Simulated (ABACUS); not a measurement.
CdTe, 2 atoms in the cell. Symmetry: F-43m, No. 216, cubic system. Conventional cell: a = 6.410 Å, b = 6.410 Å, c = 6.410 Å, α = 90.00°, β = 90.00°, γ = 90.00°. Te (site symmetry -43m) has 4 Cd at 2.78 Å as nearest neighbours. Cd (site symmetry -43m) is surrounded by 4 Te at 2.78 Å. 

| Property | Result |
| --- | --- |
| Program | ABACUS 3.10.1 |
| Task | single point |
| Functional | HSE-type (share 0.1, screening 0.11/bohr) |
| Potentials or basis | SG15 ONCV 1.2 PBE |
| Cutoff | 1401 eV |
| Density cutoff | 5606 eV |
| Basis | DZP LCAO (the cutoffs set its grid) |
| k mesh | 3 × 3 × 3 |
| Occupations | fermi-dirac, width 0.05 eV |
| Spin | no spin polarisation |
| Radial cutoff of the potentials (pseudo_rcut) | 7 bohr |
| Orbital files | Te Te_confined-atom_8au_2s2p2d.orb, Cd Cd_confined-atom_7au_3s2p2d1f.orb |
| SCF threshold on the density | 1e-07 |
| Max SCF steps | 100 |
| Eigensolver | genelpa |
| Mixing | broyden |
| Mixing share | 0.7 |
| Symmetry key | 1 |
| Bands | 22 |
| Share of exact exchange | 0.1 |
| Screening of the exchange | 0.11 1/bohr |
| Threshold of the auxiliary basis | 0.001 |

Potentials or basis: SG15 ONCV 1.2 PBE, DZP LCAO (the cutoffs set its grid).

Command:

```bash
$ OMP_NUM_THREADS=8 abacus > log
```

Hardware: 8 threads of Intel(R) Xeon(R) 6975P-C (Granite Rapids) (shared host).

Q: Estimate the wall time of this run.

A: Run time: 110 s on 8 threads of Intel(R) Xeon(R) 6975P-C (Granite Rapids), with other jobs on the host, peak memory 8.8 GiB. Counts: scf iterations 31, k points 4, bands 22, basis 44, ranks 1.
